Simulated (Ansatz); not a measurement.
Input and command of a plane-wave DFT calculation in Ansatz:

```yaml
crystal:
  lattice:
    - [0.0, 0.0, -2.793324547]
    - [-2.5630127535, -2.5630127535, -1.3966622735]
    - [-10.2520510141, 10.2520510141, -1.3966622735]
  atoms:
    - { symbol: Ge, position: [0.46875, 0.5, 0.0625] }
    - { symbol: Ge, position: [-0.40625, 0.5, 0.8125] }
    - { symbol: Ge, position: [0.21875, 0.5, 0.5625] }
    - { symbol: Ge, position: [-0.15625, 0.5, 0.3125] }
    - { symbol: Ge, position: [-0.09375, 1.0, 0.1875] }
    - { symbol: Ge, position: [0.03125, 1.0, 0.9375] }
    - { symbol: Ge, position: [-0.34375, 1.0, 0.6875] }
    - { symbol: Ge, position: [0.28125, 1.0, 0.4375] }
basis:
  ecutwfc: 420
kpoints:
  mp_grid: { grid: [22, 16, 4] }
hamiltonian:
  xc: pbesol
scf:
  occupations: { method: gaussian, width: 0.15 }
output:
  forces: true
  stress: true
  eigenvalues: true
```

```bash
ansatz run input.yaml --threads 2 --pin off --max-ram 5120MiB --backend cpu --events-out ev --progress --plain --runs-dir out
```

Processor: AMD EPYC 9R45 96-Core Processor (Zen 5), 2 threads, on a host shared with other jobs.

Q: How long does it run, and how much memory does it take?

A: About 59 s on 2 threads of AMD EPYC 9R45 96-Core Processor (Zen 5), with other jobs on the host, peak memory 3.9 GiB. It solves 68 bands at 708 k points (the mesh reduced by symmetry) with about 2901 plane waves, in 8 SCF iterations.
